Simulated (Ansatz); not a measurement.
Work and stress of cleavage in ZnS

Method: DFT PBE, scalar-relativistic, plane waves, PAW (Ansatz 0.2.0). The runs took a 420 eV cutoff, a Γ-centred 4×7×3 mesh and Gaussian smearing (0.05 eV). No spin polarisation. Energies are free energies at this smearing, counted from the undisturbed cell; pressure is positive in compression.

Zero of the scan (relaxed at this level):

```
Zn S
1.0
    -1.92275   -3.33029    6.30533
     1.92275   -3.33029    0.00000
     9.61373    3.33029    6.30533
Zn S
8 8
Direct
  0.67058 0.99739 0.17719
  0.92058 0.49739 0.92719
  0.42058 0.49739 0.42719
  0.17058 0.99739 0.67719
  0.96225 0.24739 0.38552
  0.21225 0.74739 0.13552
  0.71225 0.74739 0.63552
  0.46225 0.24739 0.88552
  0.95150 0.81011 0.27083
  0.20150 0.31011 0.02083
  0.70150 0.31011 0.52083
  0.45150 0.81011 0.77083
  0.24317 0.06011 0.47916
  0.49317 0.56011 0.22916
  0.99317 0.56011 0.72916
  0.74317 0.06011 0.97916
```

The cut lies on the cell's a–b face, a (1 0 1) plane (indices in the standard cell, whose axes needn't be the Cartesian ones shown) of area 27.42 Å², between layers 0.49 Å apart. Vector c is lengthened by d along the normal with the atoms' Cartesian places fixed: one unrelaxed cut a cell. The traction is positive where the two halves pull on each other.

| d (Å) | energy (J/m²) | traction (GPa) |
| --- | --- | --- |
| 0.00 | 0.00 | 0.0 |
| 0.50 | 0.48 | 14.5 |
| 1.00 | 1.20 | 13.3 |
| 2.00 | 2.11 | 5.4 |
| 3.00 | 2.43 | 1.5 |
| 6.00 | 2.56 | 0.1 |

What are the work of separation and the cleavage stress, and do they fit the universal binding curve?

The energy levels off near W ≈ 2.56 J/m² (the traction is down to 0.1 GPa), the energy of the two unrelaxed faces, 1.28 J/m² each on average. The largest sampled traction is 14.5 GPa at d = 0.50 Å, and a parabola through it and its two neighbours peaks at σ_max ≈ 15.9 GPa, d ≈ 0.71 Å. The curve E = W[1 − (1 + d/ℓ)exp(−d/ℓ)] peaks in traction at d = ℓ with σ_max = W/(eℓ); with 1 J/m² per Å = 10 GPa this W and σ_max give ℓ = 0.59 Å. A parabola through that curve at the same three d peaks at 0.69 Å, against 0.71 Å here, a fair fit. The opened faces are metallic here, and spin polarisation, left out, could lower W. Real crystals break at far lower stress, because cracks concentrate it, and on the plane of lowest W, which needn't be this one.

The cut is rigid; relaxing the faces lowers these energies and usually the stresses.

The gap closes along the scan, which can put kinks into the curve.

Cost: 6 runs of about 21 core-minutes in all, on Intel Xeon Platinum 8259CL (Skylake/Cascade Lake) (shared hosts).